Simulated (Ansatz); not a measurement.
Runs of Ansatz 0.2.0 on NaCl. Symmetry: Pm-3m, No. 221, cubic system. Conventional cell: a = 3.502 Å, b = 3.502 Å, c = 3.502 Å, α = 90.00°, β = 90.00°, γ = 90.00°. Cl (site symmetry m-3m) is surrounded by 8 Na at 3.03 Å. Around Na (site symmetry m-3m) lie 8 Cl at 3.03 Å. Measurements of this composition are mostly on another form, of space group No. 225.

| task | level | cell | cutoff (eV) | smearing | gap on the mesh (eV) | pressure (GPa) |
| --- | --- | --- | --- | --- | --- | --- |
| single point | PBE | as given | 141 | gaussian 0.016 eV | 3.98 | 0.1 |
| single point | PBE | as given | 141 | gaussian 0.011 eV | 3.98 | 0.1 |
| single point | PBE | as given | 141 | gaussian 0.015 eV | 3.98 | 0.1 |
| single point | LDA | as given | 141 | gaussian 0.02 eV | 3.60 | (a) |
| single point | PBE | as given | 141 | gaussian 0.018 eV | 3.98 | 0.1 |
| relaxation of cell and atoms | revPBE | relaxed | - | fermi-dirac 0.05 eV | 4.03 | 0.0 |

Alike in all rows: potentials or basis all-electron LAPW, scalar-relativistic; no spin polarisation; k mesh 8 × 8 × 8; basis error allowed 0.001 eV/atom.

Problem. Estimate the missing entries.

Solution. (a) -3.1.

A k mesh can miss the band edges.
